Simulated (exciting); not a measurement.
**PbS (Galena): band structure with LDA**

Crystal: PbS (Galena).

```xyz
2
Lattice="0.0000 2.9657 2.9657 2.9657 0.0000 2.9657 2.9657 2.9657 0.0000" Properties=species:S:1:pos:R:3 pbc="T T T"
Pb    0.0000    0.0000    0.0000
S     2.9657    2.9657    2.9657
```

- Program: exciting (release sodium)
- Task: band structure
- Functional: LDA
- Potentials or basis: all-electron LAPW+lo, shipped species files, valence relativity iora*
- rgkmax: 7.5
- k mesh: 6 × 6 × 6
- Occupations: fermi-dirac, width 0.05 eV
- Spin: spin-orbit coupling, no magnetisation
- outputlevel: high
- gmaxvr (cutoff of density and potential): 14 1/bohr
- lmaxapw (and lmaxmat): 10
- lmaxvr: 8
- nempty: 20
- Valence relativity: iora*
- epsengy: 1e-05 Ha
- epspot: 1e-05 Ha
- maxscl: 60
- Muffin-tin radii: Pb 2.3, S 1.9 bohr

```
Band gap on the k mesh                            : 0.05 eV, direct
Band gap along the path                           : 0.05 eV, direct
All electrons inside the program's atomic spheres : Pb 79.03; S 13.49 (radii Pb 2.3, S 1.9 bohr)
```

Levels at the corners of the path, in eV from the valence-band top:
```tsv
point	band 16	band 17	band 18	band 19	band 20	band 21	band 22	band 23	band 24	band 25
Γ	-2.33	-2.00	-2.00	-2.00	-2.00	3.73	3.73	5.92	5.92	5.92
X	-5.21	-3.54	-3.54	-3.24	-3.24	3.85	3.85	4.68	4.68	5.87
W	-4.55	-4.26	-4.26	-0.95	-0.95	2.00	2.00	4.54	4.54	4.79
K	-4.78	-2.92	-2.92	-2.42	-2.42	3.06	3.06	4.15	4.15	5.12
Γ	-2.33	-2.00	-2.00	-2.00	-2.00	3.73	3.73	5.92	5.92	5.92
L	-1.70	-1.68	-1.68	0.00	0.00	0.05	0.05	1.60	1.60	2.48
U	-4.78	-2.92	-2.92	-2.42	-2.42	3.06	3.06	4.15	4.15	5.12
W	-4.55	-4.26	-4.26	-0.95	-0.95	2.00	2.00	4.54	4.54	4.79
L	-1.70	-1.68	-1.68	0.00	0.00	0.05	0.05	1.60	1.60	2.48
K	-4.78	-2.92	-2.92	-2.42	-2.42	3.06	3.06	4.15	4.15	5.12
U	-4.78	-2.92	-2.92	-2.42	-2.42	3.06	3.06	4.15	4.15	5.12
X	-5.21	-3.54	-3.54	-3.24	-3.24	3.85	3.85	4.68	4.68	5.87
```

States per cell in windows of 1 eV (zero at the valence-band top; states under -8 eV left out):
| from (eV) | total |
| --- | --- |
| -8.0 | 0.94 |
| -7.0 | 0.11 |
| -6.0 | 0.02 |
| -5.0 | 0.56 |
| -4.0 | 1.37 |
| -3.0 | 1.89 |
| -2.0 | 1.59 |
| -1.0 | 0.54 |
| 0.0 | 0.12 |
| 1.0 | 0.98 |
| 2.0 | 1.16 |
| 3.0 | 1.50 |
| 4.0 | 1.99 |
| 5.0 | 0.56 |
| 6.0 | 0.71 |
| 7.0 | 1.15 |

It took 120 s on 1 thread of Arm Neoverse V2, with other jobs on the host, peak memory 0.19 GiB.

Caveat: total energies with spin-orbit coupling aren't reliable in this program, so none is listed and the log's shouldn't be used; the tetrahedron DOS on this energy grid can lose part of the weight of narrow d or f bands.
